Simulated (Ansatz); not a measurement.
Set up this calculation in Ansatz 0.2.0, as the native input.

```
Task                : relaxation of cell and atoms
Functional          : PBE
Potentials or basis : Ansatz PAW earlier set
Cutoff              : 660 eV (not typed: the program's choice for these potentials)
k mesh              : 7 × 7 × 4
Occupations         : fermi-dirac, width 0.05 eV
Spin                : no spin polarisation
```

The system is Cl.

```
Cl
1.0
     3.14500   -2.25000    0.00000
     3.14500    2.25000    0.00000
     0.00000    0.00000    8.21000
Cl
4
Direct
  0.37000 0.63000 0.40000
  0.13000 0.87000 0.90000
  0.63000 0.37000 0.60000
  0.87000 0.13000 0.10000
```

One way to write it, as run:

input.yaml

```yaml
crystal:
  lattice:
    - [3.145, -2.25, 0.0]
    - [3.145, 2.25, 0.0]
    - [0.0, 0.0, 8.21]
  atoms:
    - { symbol: Cl, position: [0.37, 0.63, 0.4] }
    - { symbol: Cl, position: [0.13, 0.87, 0.9] }
    - { symbol: Cl, position: [0.63, 0.37, 0.6] }
    - { symbol: Cl, position: [0.87, 0.13, 0.1] }
hamiltonian:
  xc: pbe
  pseudopotentials: { kind: paw, source: ansatz }
kpoints:
  mp_grid: { grid: [7, 7, 4] }
scf:
  occupations: { method: fermi_dirac, width: 0.05 }
output:
  forces: true
  stress: true
  eigenvalues: true
  write_density: true
  write_potential: true
  elf: true
  volumetric_format: npy
relax:
  f_tol: 0.01
  max_steps: 40
  cell: { stress_tol: 0.05 }
```

Potentials or basis: Ansatz PAW earlier set.

Run with:

```sh
$ ansatz run input.yaml --threads 2 --pin off --max-ram 5632MiB --backend cpu --events-out ev --progress --plain --runs-dir out
```

Results of the run:

* Relaxed volume: 35.54 Å³/atom
* Relaxed cell: a = 4.510 Å, b = 4.510 Å, c = 8.354 Å, α = 90.00°, β = 90.00°, γ = 56.78°
* Space group after relaxing (to 0.05 Å): Cmce (No. 64)
* Energy gained by relaxing: 22.1 meV/atom
* Ionic steps: 13
* Pressure after relaxing: 0.0 GPa
* Band gap on the k mesh: 2.28 eV, direct

Caveat: the volume moved by over 15 % at a fixed basis, so the end points are rough; odd divisions of the mesh miss points on the zone boundary, where band edges often lie, so the gap on the mesh can be too wide; the plane-wave basis is chosen anew once the cell has moved, so the energies of steps on either side of that aren't comparable.

Run time: 94 s on 2 threads of AMD EPYC 7R32 (Zen 2), on a shared host, peak memory 0.63 GiB.
